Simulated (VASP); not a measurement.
A run of VASP 6.6.1 is set up as follows.

The input POSCAR:

```
KMgF3
1.0
    4.0060000000      0.0000000000      0.0000000000
    0.0000000000      4.0060000000      0.0000000000
    0.0000000000      0.0000000000      4.0060000000
K Mg F
1 1 3
Direct
    0.5000000000      0.5000000000      0.5000000000
    0.0000000000      0.0000000000      0.0000000000
    0.5000000000      0.0000000000      0.0000000000
    0.0000000000      0.5000000000      0.0000000000
    0.0000000000      0.0000000000      0.5000000000
```

File INCAR.step1:

```
  PREC = Accurate
  ENCUT = 600
  ISMEAR = 0
  SIGMA = 0.01
  LREAL = F
  LASPH = T
  NELM = 100
  GGA = PE
  ALGO = Normal
  EDIFF = 1E-4
  LWAVE = T
  LCHARG = F
```

The input INCAR.step2:

```
  PREC = Accurate
  ENCUT = 600
  EDIFF = 1E-7
  ISMEAR = 0
  SIGMA = 0.01
  LREAL = F
  LASPH = T
  NELM = 100
  ALGO = Normal
  ISIF = 3
  LWAVE = F
  LCHARG = F
  METAGGA = R2SCAN
  LMIXTAU = T
  IBRION = 2
  NSW = 80
  EDIFFG = -0.002
  ISTART = 1
```

KPOINTS

```
Automatic mesh
0
Gamma
  6 6 6
```

Potentials or basis: VASP PAW PBE potentials, release 64 (K_sv, Mg, F).

Command:

```sh
$ cat potpaw_PBE.64/K_sv/POTCAR potpaw_PBE.64/Mg/POTCAR potpaw_PBE.64/F/POTCAR > POTCAR
$ cp INCAR.step1 INCAR
$ mpirun -np 1 vasp_std > vasp.out
$ cp INCAR.step2 INCAR
$ mpirun -np 1 vasp_std > vasp.out
```

Predict the relaxed volume.

12.50 Å³/atom.

What does it give for the band gap on the k mesh?

8.36 eV, indirect (least direct gap 8.68 eV).

Final structure:
```
CELL_PARAMETERS angstrom
3.96839 0.00000 0.00000
0.00000 3.96839 0.00000
0.00000 0.00000 3.96839
ATOMIC_POSITIONS crystal
K 0.50000 0.50000 0.50000
Mg 0.00000 0.00000 0.00000
F 0.50000 0.00000 0.00000
F 0.00000 0.50000 0.00000
F 0.00000 0.00000 0.50000
```

Caveat: the PAW data sets were made with another functional, which shifts forces and pressure a little. A k mesh can miss the band edges.
